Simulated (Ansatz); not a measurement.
The system is Al.

```
CELL_PARAMETERS angstrom
0.00000 2.02481 2.02481
2.02481 0.00000 2.02481
2.02481 2.02481 0.00000
ATOMIC_POSITIONS crystal
Al 0.00000 0.00000 0.00000
```

Base run:

- Program: Ansatz 0.2.0
- Functional: RPBE
- Potentials or basis: all-electron LAPW, scalar-relativistic
- Cutoff: 130 eV (chosen from the basis error)
- Basis error allowed: 0.001 eV/atom
- k mesh: 11 × 11 × 11
- Occupations: gaussian, width 0.05 eV
- Spin: no spin polarisation

Its results: band gap on the k mesh none (metal or under the smearing width); pressure 1.0 GPa.

Task: The run is repeated on the same cell with these changes: functional from RPBE to PBE; occupations from gaussian, width 0.05 eV to gaussian, width 0.014 eV. What comes out?

Result: Band gap on the k mesh none (metal or under the smearing width); pressure -0.5 GPa.
